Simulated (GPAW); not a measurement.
# PbS (Galena) (Fm-3m) in GPAW: a series of runs

One crystal, PbS (Galena), is run at these levels: PBEsol+D3(BJ), PBEsol+D4, RPBE+D3(BJ); tasks: relaxation of cell and atoms.

Program: GPAW 26.7.0. These are calculated values, not measurements. Logs are shortened: lines on timing, memory, paths and dates and some standing lists are left out, and cuts for length are marked. The log counts tension as positive stress, the text compression.

## (1) Starting point

It takes space group Fm-3m (No. 225, cubic). The conventional cell has a = 5.931 Å, b = 5.931 Å, c = 5.931 Å, α = 90.00°, β = 90.00°, γ = 90.00°. Around Pb (site symmetry m-3m) lie 6 S at 2.97 Å. Around S (site symmetry m-3m) lie 6 Pb at 2.97 Å.

## (2) Relaxation of cell and atoms, PBEsol+D3(BJ)

Contents of run.py:

```python
from ase import Atoms
from ase.calculators.mixing import SumCalculator
from ase.filters import FrechetCellFilter
from ase.io import write
from ase.optimize import LBFGS
from dftd3.ase import DFTD3
from gpaw import GPAW, PW, setup_paths

setup_paths.insert(0, '.')

atoms = Atoms(['Pb', 'S'],
              cell=[[0.0, 2.96575, 2.96575],
                    [2.96575, 0.0, 2.96575],
                    [2.96575, 2.96575, 0.0]],
              scaled_positions=[[0.0, 0.0, 0.0],
                                [0.5, 0.5, 0.5]],
              pbc=True)

calc = GPAW(mode=PW(600),
            xc='PBEsol',
            kpts={'size': (8, 8, 8), 'gamma': True},
            occupations={'name': 'fermi-dirac', 'width': 0.05},
            nbands=19,
            convergence={'density': 1e-05, 'forces': 0.0001},
            maxiter=150,
            txt='gpaw.txt')
atoms.calc = SumCalculator([calc, DFTD3(method='pbesol', damping='d3bj')])
opt = LBFGS(FrechetCellFilter(atoms), trajectory='relax.traj', logfile='-')
done = opt.run(fmax=0.02, steps=40)
calc.write('gs.gpw')
write('result.traj', atoms)
print('Converged:', done)
print('Cell:', atoms.cell.cellpar().round(4))
print('Volume:', round(atoms.get_volume(), 4))
print(atoms.get_scaled_positions().round(5))
```

Potentials or basis: PAW data sets generated in the run's folder for this functional, pw.

The run is started by

```bash
gpaw-setup -f PBEsol Pb S
OMP_NUM_THREADS=1 python run.py
```

gpaw.txt:

```text
__  _  _
 | _ |_)|_||  |
 |__||  | ||/\| - 26.7.0

Input parameters:
  mode=PW(ecut=600.0),
  convergence={'density': 1e-05, 'forces': 0.0001},
  kpts=MonkhorstPack(size=(8, 8, 8), gamma=True),
  maxiter=150,
  nbands=19,
  occupations=Occupations(name='fermi-dirac', width=0.05),
  xc=XC(name='PBEsol')

Diagonalizing LCAO Hamiltonian
Converting LCAO to pw mode

                S

       Pb

Atoms  # Å, Bohr magnetons
|   | symbol |        x |        y |        z |    initial magnetic moments |
|---|--------|----------|----------|----------|-----------------------------|
| 0 |     Pb | 0.000000 | 0.000000 | 0.000000 | ( 0.0000,  0.0000,  0.0000) |
| 1 |      S | 2.965750 | 2.965750 | 2.965750 | ( 0.0000,  0.0000,  0.0000) |

Unit cell  # Å
| periodic |        x |        y |        z |  lengths |    angles |
|----------|----------|----------|----------|----------|-----------|
|      yes | 0.000000 | 2.965750 | 2.965750 | 4.194204 | 60.000000 |
|      yes | 2.965750 | 0.000000 | 2.965750 | 4.194204 | 60.000000 |
|      yes | 2.965750 | 2.965750 | 0.000000 | 4.194204 | 60.000000 |

Number of symmetries: 48
Symmetry operations  # r_c * U_cc + t_c -> r_c
|    | kind |            matrix            |
|----|------|------------------------------|
|  0 |  σ   |  1, 0, 0,  1, 0,-1,  1,-1, 0 |
|  1 |  C2  |  1, 0, 0,  1,-1, 0,  1, 0,-1 |
|  2 |  E   |  1, 0, 0,  0, 1, 0,  0, 0, 1 |
|  3 |  σ   |  1, 0, 0,  0, 0, 1,  0, 1, 0 |
|  4 |  C4  |  1, 0,-1,  1, 0, 0,  1,-1, 0 |
|  5 |  S6  |  1, 0,-1,  1,-1, 0,  1, 0, 0 |
|  6 |  σ   |  1, 0,-1,  0, 1,-1,  0, 0,-1 |
|  7 |  C3  |  1, 0,-1,  0, 0,-1,  0, 1,-1 |
|  8 |  S6  |  1,-1, 0,  1, 0, 0,  1, 0,-1 |
[... 173 lines left out ...]
SCF iterations
|iter     | |      energy | eigst |  dens |force |
|---------|-|-------------|-------|-------|------|
|iter:   1| |  -10.061385 | -0.13 |       |      |
|iter:   2| |   -9.966162 | -1.96 | -1.19 |      |
|iter:   3| |   -9.672254 | -1.79 | -1.24 |      |
|iter:   4| |   -9.671250 | -3.87 | -1.83 |      |
|iter:   5| |   -9.671314c| -4.43 | -2.20 |      |
|iter:   6| |   -9.671331c| -5.75 | -3.23 |      |
|iter:   7| |   -9.671334c| -6.70 | -3.70 |      |
|iter:   8| |   -9.671335c| -7.83c| -4.57 |      |
|iter:   9| |   -9.671335c| -7.88c| -5.35c|      |
|iter:  10| |   -9.671335c| -8.83c| -5.81c|-22.75c|

Converged in 10 steps
Energy contributions relative to reference atoms: (reference = -577963.193590)
[... 39 lines left out ...]
Gap: 0.201 eV
Transition (v -> c):
  (s=0, k=28, n=9, [0.50, 0.50, 0.50]) -> (s=0, k=28, n=10, [0.50, 0.50, 0.50])
No difference between direct/indirect transitions

Stress tensor  # eV/Ang^3
|        x |        y |        z |
|----------|----------|----------|
| 0.006896 | 0.000000 | 0.000000 |
| 0.000000 | 0.006896 | 0.000000 |
| 0.000000 | 0.000000 | 0.006896 |

Forces  # eV/Ang
|        x |        y |        z |
|----------|----------|----------|
| -0.00000 | -0.00000 | -0.00000 |  # Pb   0
[... 272 lines left out ...]

Forces  # eV/Ang
|        x |       y |       z |
|----------|---------|---------|
|  0.00000 | 0.00000 | 0.00000 |  # Pb   0
| -0.00000 | 0.00000 | 0.00000 |  # S    1

Interpolating wave functions to new cell

                S

       Pb

Atoms  # Å, Bohr magnetons
|   | symbol |        x |        y |        z |    initial magnetic moments |
|---|--------|----------|----------|----------|-----------------------------|
| 0 |     Pb | 0.000000 | 0.000000 | 0.000000 | ( 0.0000,  0.0000,  0.0000) |
| 1 |      S | 2.908234 | 2.908234 | 2.908234 | ( 0.0000,  0.0000,  0.0000) |

Unit cell  # Å
| periodic |         x |        y |        z |  lengths |    angles |
|----------|-----------|----------|----------|----------|-----------|
|      yes | -0.000000 | 2.908234 | 2.908234 | 4.112863 | 60.000000 |
|      yes |  2.908234 | 0.000000 | 2.908234 | 4.112863 | 60.000000 |
|      yes |  2.908234 | 2.908234 | 0.000000 | 4.112863 | 60.000000 |

Number of symmetries: 48
Symmetry operations  # r_c * U_cc + t_c -> r_c
|    | kind |            matrix            |
|----|------|------------------------------|
|  0 |  σ   |  1, 0, 0,  1, 0,-1,  1,-1, 0 |
|  1 |  C2  |  1, 0, 0,  1,-1, 0,  1, 0,-1 |
|  2 |  E   |  1, 0, 0,  0, 1, 0,  0, 0, 1 |
|  3 |  σ   |  1, 0, 0,  0, 0, 1,  0, 1, 0 |
|  4 |  C4  |  1, 0,-1,  1, 0, 0,  1,-1, 0 |
|  5 |  S6  |  1, 0,-1,  1,-1, 0,  1, 0, 0 |
|  6 |  σ   |  1, 0,-1,  0, 1,-1,  0, 0,-1 |
|  7 |  C3  |  1, 0,-1,  0, 0,-1,  0, 1,-1 |
|  8 |  S6  |  1,-1, 0,  1, 0, 0,  1, 0,-1 |
[... 228 lines left out ...]
Gap: 0.039 eV
Transition (v -> c):
  (s=0, k=28, n=9, [0.50, 0.50, 0.50]) -> (s=0, k=28, n=10, [0.50, 0.50, 0.50])
No difference between direct/indirect transitions

Stress tensor  # eV/Ang^3
|         x |         y |         z |
|-----------|-----------|-----------|
| -0.015593 |  0.000000 |  0.000000 |
|  0.000000 | -0.015593 | -0.000000 |
|  0.000000 | -0.000000 | -0.015593 |

Forces  # eV/Ang
|        x |       y |       z |
|----------|---------|---------|
|  0.00000 | 0.00000 | 0.00000 |  # Pb   0
| -0.00000 | 0.00000 | 0.00000 |  # S    1

Interpolating wave functions to new cell

                S

       Pb

Atoms  # Å, Bohr magnetons
|   | symbol |        x |        y |        z |    initial magnetic moments |
|---|--------|----------|----------|----------|-----------------------------|
| 0 |     Pb | 0.000000 | 0.000000 | 0.000000 | ( 0.0000,  0.0000,  0.0000) |
| 1 |      S | 2.910605 | 2.910605 | 2.910605 | ( 0.0000,  0.0000,  0.0000) |

Unit cell  # Å
| periodic |         x |        y |        z |  lengths |    angles |
|----------|-----------|----------|----------|----------|-----------|
|      yes | -0.000000 | 2.910605 | 2.910605 | 4.116217 | 60.000000 |
|      yes |  2.910605 | 0.000000 | 2.910605 | 4.116217 | 60.000000 |
|      yes |  2.910605 | 2.910605 | 0.000000 | 4.116217 | 60.000000 |

Number of symmetries: 48
Symmetry operations  # r_c * U_cc + t_c -> r_c
|    | kind |            matrix            |
|----|------|------------------------------|
|  0 |  σ   |  1, 0, 0,  1, 0,-1,  1,-1, 0 |
|  1 |  C2  |  1, 0, 0,  1,-1, 0,  1, 0,-1 |
|  2 |  E   |  1, 0, 0,  0, 1, 0,  0, 0, 1 |
|  3 |  σ   |  1, 0, 0,  0, 0, 1,  0, 1, 0 |
|  4 |  C4  |  1, 0,-1,  1, 0, 0,  1,-1, 0 |
|  5 |  S6  |  1, 0,-1,  1,-1, 0,  1, 0, 0 |
|  6 |  σ   |  1, 0,-1,  0, 1,-1,  0, 0,-1 |
|  7 |  C3  |  1, 0,-1,  0, 0,-1,  0, 1,-1 |
|  8 |  S6  |  1,-1, 0,  1, 0, 0,  1, 0,-1 |
[... 226 lines left out ...]
Gap: 0.028 eV
Transition (v -> c):
  (s=0, k=28, n=9, [0.50, 0.50, 0.50]) -> (s=0, k=28, n=10, [0.50, 0.50, 0.50])
No difference between direct/indirect transitions

Stress tensor  # eV/Ang^3
|         x |         y |         z |
|-----------|-----------|-----------|
| -0.014554 | -0.000000 | -0.000000 |
| -0.000000 | -0.014554 | -0.000000 |
| -0.000000 | -0.000000 | -0.014554 |

Forces  # eV/Ang
|       x |       y |       z |
|---------|---------|---------|
| 0.00000 | 0.00000 | 0.00000 |  # Pb   0
| 0.00000 | 0.00000 | 0.00000 |  # S    1

# Writing to gs.gpw (mode='')
```

stdout:

```text
Step          Energy          fmax
LBFGS:    0      -10.328137        0.518415
LBFGS:    1      -10.338370        0.420393
LBFGS:    2      -10.356863        0.022745
LBFGS:    3      -10.356947        0.000982
Converged: True
Cell: [ 4.1162  4.1162  4.1162 60.     60.     60.    ]
Volume: 49.3151
[[0.  0.  0. ]
 [0.5 0.5 0.5]]
```

Run time: 71 s. Hardware: 1 thread of Arm Neoverse V1, shared host; peak memory 0.22 GiB.

What came out:

| Quantity | Value |
| --- | --- |
| Free energy | -10.3575 eV |
| Relaxed volume | 24.66 Å³/atom |
| Relaxed cell | a = 4.116 Å, b = 4.116 Å, c = 4.116 Å, α = 60.00°, β = 60.00°, γ = 60.00° |
| Space group after relaxing (to 0.05 Å) | Fm-3m (No. 225) |
| Energy gained by relaxing | 14.4 meV/atom |
| Ionic steps | 4 |
| Pressure after relaxing | 0.0 GPa |
| Band gap on the k mesh | 0.03 eV, direct |
| Dispersion energy per atom | -0.348 eV |

The path:
| step | energy change (eV) | largest force (eV/Å) | pressure (GPa) | volume (Å³) |
| --- | --- | --- | --- | --- |
| 1 | 0.0000 | 0.0000 | -3.18 | 52.17 |
| 2 | -0.0102 | 0.0000 | -2.61 | 51.60 |
| 3 | -0.0287 | 0.0000 | 0.15 | 49.19 |
| 4 | -0.0288 | 0.0000 | -0.01 | 49.32 |

Final structure:
```yaml
crystal:
  lattice:
    - [0.00000, 2.91061, 2.91061]
    - [2.91061, 0.00000, 2.91061]
    - [2.91061, 2.91061, 0.00000]
  atoms:
    - { symbol: Pb, position: [0.00000, 0.00000, 0.00000] }
    - { symbol: S, position: [0.50000, 0.50000, 0.50000] }
```

Caveat: later steps reuse the first step's grids; spin-orbit coupling is left out, which as a rule narrows the gap of such compounds by several tenths of an eV. A k mesh can miss the band edges.

## (3) Relaxation of cell and atoms, PBEsol+D4, target pressure 1 GPa, at which the enthalpy is minimised

Contents of run.py:

```python
from ase.calculators.mixing import SumCalculator
from ase.filters import FrechetCellFilter
from ase.io import read, write
from ase.optimize import LBFGS
from ase.units import GPa
from dftd4.ase import DFTD4
from gpaw import GPAW, PW, setup_paths

setup_paths.insert(0, '.')

atoms = read('PbS.xyz')

calc = GPAW(mode=PW(600),
            xc='PBEsol',
            kpts={'size': (8, 8, 8), 'gamma': True},
            occupations={'name': 'fermi-dirac', 'width': 0.05},
            nbands=19,
            convergence={'density': 1e-05, 'forces': 0.0001},
            maxiter=150,
            txt='gpaw.txt')
atoms.calc = SumCalculator([calc, DFTD4(method='pbesol')])
opt = LBFGS(FrechetCellFilter(atoms, scalar_pressure=1 * GPa), trajectory='relax.traj', logfile='-')
done = opt.run(fmax=0.02, steps=40)
calc.write('gs.gpw')
write('result.traj', atoms)
print('Converged:', done)
print('Cell:', atoms.cell.cellpar().round(4))
print('Volume:', round(atoms.get_volume(), 4))
print(atoms.get_scaled_positions().round(5))
```

Contents of PbS.xyz:

```xyz
2
Lattice="0.0000000000 2.9657500000 2.9657500000 2.9657500000 0.0000000000 2.9657500000 2.9657500000 2.9657500000 0.0000000000" Properties=species:S:1:pos:R:3 pbc="T T T"
Pb     0.0000000000      0.0000000000      0.0000000000
S      2.9657500000      2.9657500000      2.9657500000
```

Potentials or basis: PAW data sets generated in the run's folder for this functional, pw.

The run is started by

```bash
gpaw-setup -f PBEsol Pb S
OMP_NUM_THREADS=1 python run.py
```

Wall time 2.1 min (1 thread of Arm Neoverse V1, shared host); peak memory 0.25 GiB.

The run converged. Its results:

| Quantity | Value |
| --- | --- |
| Free energy | -10.1226 eV |
| Relaxed volume | 24.64 Å³/atom |
| Relaxed cell | a = 4.115 Å, b = 4.115 Å, c = 4.115 Å, α = 60.00°, β = 60.00°, γ = 60.00° |
| Space group after relaxing (to 0.05 Å) | Fm-3m (No. 225) |
| Energy change on relaxing (the enthalpy is what falls) | -6.4 meV/atom |
| Ionic steps | 4 |
| Pressure after relaxing | 1.0 GPa |
| Band gap on the k mesh | 0.03 eV, direct |
| Dispersion energy per atom | -0.231 eV |

Step by step:
```
step  energy change (eV)  largest force (eV/Å)  pressure (GPa)  volume (Å³)
   1              0.0000                0.0000           -2.35        52.17
   2             -0.0075                0.0000           -1.73        51.57
   3             -0.0119                0.0000            1.16        49.14
   4             -0.0128                0.0000            0.99        49.27
```

Final structure:
```
Pb S
1.0
     0.00000    2.90975    2.90975
     2.90975    0.00000    2.90975
     2.90975    2.90975    0.00000
Pb S
1 1
Direct
  0.00000 0.00000 0.00000
  0.50000 0.50000 0.50000
```

Levels at points of the mesh, in eV from the valence-band top:
```tsv
k point	band 6	band 7	band 8	band 9	band 10	band 11	band 12	band 13	band 14	band 15
(0.00, 0.00, 0.00)	-14.22	-5.97	-2.56	-2.56	-2.56	5.22	5.22	5.22	6.37	6.37
(0.50, 0.00, 0.00)	-12.82	-9.28	-2.11	-2.11	0.00	0.03	1.65	1.65	8.48	9.81
(0.50, 0.50, 0.00)	-12.26	-7.33	-5.86	-3.94	-3.94	3.37	5.62	5.76	5.76	10.96
(0.50, 0.50, 0.50)	-12.82	-9.28	-2.11	-2.11	0.00	0.03	1.65	1.65	8.48	9.81
```

Caveat: later steps reuse the first step's grids; spin-orbit coupling is left out, which as a rule narrows the gap of such compounds by several tenths of an eV.

## (4) Relaxation of cell and atoms, RPBE+D3(BJ)

Contents of run.py:

```python
from ase.calculators.mixing import SumCalculator
from ase.filters import FrechetCellFilter
from ase.io import read, write
from ase.optimize import BFGS
from dftd3.ase import DFTD3
from gpaw import GPAW, PW

atoms = read('PbS.xyz')

calc = GPAW(mode=PW(600),
            xc='RPBE',
            kpts={'size': (8, 8, 8), 'gamma': True},
            occupations={'name': 'fermi-dirac', 'width': 0.05},
            nbands=19,
            convergence={'density': 1e-05, 'forces': 0.0001},
            maxiter=150,
            txt='gpaw.txt')
atoms.calc = SumCalculator([calc, DFTD3(method='rpbe', damping='d3bj')])
opt = BFGS(FrechetCellFilter(atoms), trajectory='relax.traj', logfile='-')
done = opt.run(fmax=0.01, steps=40)
calc.write('gs.gpw')
write('result.traj', atoms)
print('Converged:', done)
print('Cell:', atoms.cell.cellpar().round(4))
print('Volume:', round(atoms.get_volume(), 4))
print(atoms.get_scaled_positions().round(5))
```

PbS.xyz is that of step 3.

Potentials or basis: the program's PAW data sets (release 1.2.1) made for this functional, pw.

The run is started by

```bash
OMP_NUM_THREADS=1 python run.py
```

Run time: 90 s. Hardware: 1 thread of Arm Neoverse V1, shared host; peak memory 0.22 GiB.

Results (log left out):

| Property | Result |
| --- | --- |
| Free energy | -11.7882 eV |
| Relaxed volume | 21.62 Å³/atom |
| Relaxed cell | a = 3.940 Å, b = 3.940 Å, c = 3.940 Å, α = 60.00°, β = 60.00°, γ = 60.00° |
| Space group after relaxing (to 0.05 Å) | Fm-3m (No. 225) |
| Energy gained by relaxing | 177.2 meV/atom |
| Ionic steps | 5 |
| Pressure after relaxing | 0.0 GPa |
| Band gap on the k mesh | 0.54 eV, direct |
| Dispersion energy per atom | -2.074 eV |

Step by step:
| step | energy change (eV) | largest force (eV/Å) | pressure (GPa) | volume (Å³) |
| --- | --- | --- | --- | --- |
| 1 | 0.0000 | 0.0000 | -10.82 | 52.17 |
| 2 | -0.1215 | 0.0000 | -9.35 | 50.24 |
| 3 | -0.3369 | 0.0000 | 3.55 | 41.65 |
| 4 | -0.3538 | 0.0000 | -0.64 | 43.56 |
| 5 | -0.3544 | 0.0000 | -0.03 | 43.25 |

Final structure:
```yaml
crystal:
  lattice:
    - [0.00000, 2.78598, 2.78598]
    - [2.78598, 0.00000, 2.78598]
    - [2.78598, 2.78598, 0.00000]
  atoms:
    - { symbol: Pb, position: [0.00000, 0.00000, 0.00000] }
    - { symbol: S, position: [0.50000, 0.50000, 0.50000] }
```

Levels at points of the mesh, in eV from the valence-band top:
| k point | band 8 | band 9 | band 10 | band 11 | band 12 | band 13 |
| --- | --- | --- | --- | --- | --- | --- |
| (0.00, 0.00, 0.00) | -3.09 | -3.09 | -3.09 | 5.95 | 5.95 | 5.95 |
| (0.50, 0.50, 0.00) | -6.83 | -4.67 | -4.67 | 3.15 | 6.41 | 6.61 |
| (0.50, 0.50, 0.50) | -2.50 | -2.50 | 0.00 | 0.54 | 1.59 | 1.59 |

Caveat: later steps reuse the first step's grids; the volume moved by over 15 % at a fixed basis, so the end points are rough; spin-orbit coupling is left out, which as a rule narrows the gap of such compounds by several tenths of an eV; the volume moved by -17 % from the deposited cell, more than functionals usually miss. A k mesh can miss the band edges.

## (5) Summary

```tsv
level	potentials or basis	cell	optimizer	fmax	target pressure	gap on the mesh (eV)	pressure (GPa)	relaxed volume (Å³/atom)
PBEsol+D3(BJ)	PAW data sets generated in the run's folder for this functional, pw	relaxed	LBFGS	0.02 eV/Å	-	0.03	0.0	24.66
PBEsol+D4	PAW data sets generated in the run's folder for this functional, pw	relaxed to 1 GPa	LBFGS	0.02 eV/Å	1 GPa	0.03	1.0	-
RPBE+D3(BJ)	the program's PAW data sets (release 1.2.1) made for this functional, pw	relaxed	BFGS	0.01 eV/Å	-	0.54	0.0	21.62
```

Alike in all rows: task relaxation of cell and atoms; no spin polarisation; k mesh 8 × 8 × 8; cutoff (eV) 600; smearing fermi-dirac 0.05 eV.

Caveats: later steps reuse the first step's grids; spin-orbit coupling is left out, which as a rule narrows the gap of such compounds by several tenths of an eV; the volume moved by over 15 % at a fixed basis, so the end points are rough (some runs); the volume moved by -17 % from the deposited cell, more than functionals usually miss (some runs).

Total energies depend on the potentials used, so only differences within one code and one set of settings carry meaning.
